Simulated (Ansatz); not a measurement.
## Moving the functional in WSi2

The cell as given:

```
W Si
1.0
     4.61685    0.00000    0.00000
    -2.30843    3.99831    0.00000
     0.00000    0.00000    6.65322
W Si
3 6
Direct
  0.50000 0.00000 0.50000
  0.50000 0.50000 0.83333
  0.00000 0.50000 0.16667
  0.32725 0.16363 0.16667
  0.83637 0.16363 0.83333
  0.16363 0.32725 0.50000
  0.67275 0.83637 0.16667
  0.16363 0.83637 0.83333
  0.83637 0.67275 0.50000
```

Measurements of this composition are mostly on another form, of space group No. 139.

Kept alike: task relaxation of cell and atoms; k mesh 7 × 7 × 4; occupations fermi-dirac, width 0.05 eV; no spin polarisation. Program: Ansatz, Ansatz PAW. Cutoffs run from 420 to 500 eV. The mesh is that of the run's cell of 9 atoms. No spin-orbit coupling.

| functional | volume (Å³/atom) | first edge of the run's cell (Å) | third edge of the run's cell (Å) |
| --- | --- | --- | --- |
| LDA | 13.087 | 4.552 | 6.565 |
| PBEsol | 13.306 | 4.577 | 6.602 |
| r2SCAN | 13.339 | 4.580 | 6.608 |

The relaxations keep at least the cell's symmetry (P6_222). Relaxations stop with a little pressure left, so the last digits of a volume or edge aren't settled. All rows use potentials made for PBE.

Question: What does the functional change here?

Answer: The volume runs from 13.087 (LDA) to 13.339 Å³/atom (r2SCAN). The first edge of the run's cell runs from 4.552 (LDA) to 4.580 Å (r2SCAN). The third edge of the run's cell runs from 6.565 (LDA) to 6.608 Å (r2SCAN).

The clear step is between LDA and the other two functionals. LDA gives the smallest cell, at 13.087 Å³/atom, while PBEsol and r2SCAN lie too close together for their order to carry weight. This is the familiar LDA overbinding: a local description favours the more uniform density of a compressed solid, and gradient corrections offset part of that by lowering the energy of the more inhomogeneous density at larger spacing.

Both edges lengthen by nearly the same fraction from LDA to the other functionals, so the cell changes in scale and hardly in shape. This suggests comparable stiffness along and across the stacking axis, as expected for a disilicide in which W d–Si p bonding links the layers as well as the atoms within them. A van der Waals layered crystal would typically show a much stronger response along the stacking direction. The volumes alone don't show how the choice of functional shifts the energy balance between this hexagonal form and the tetragonal one.
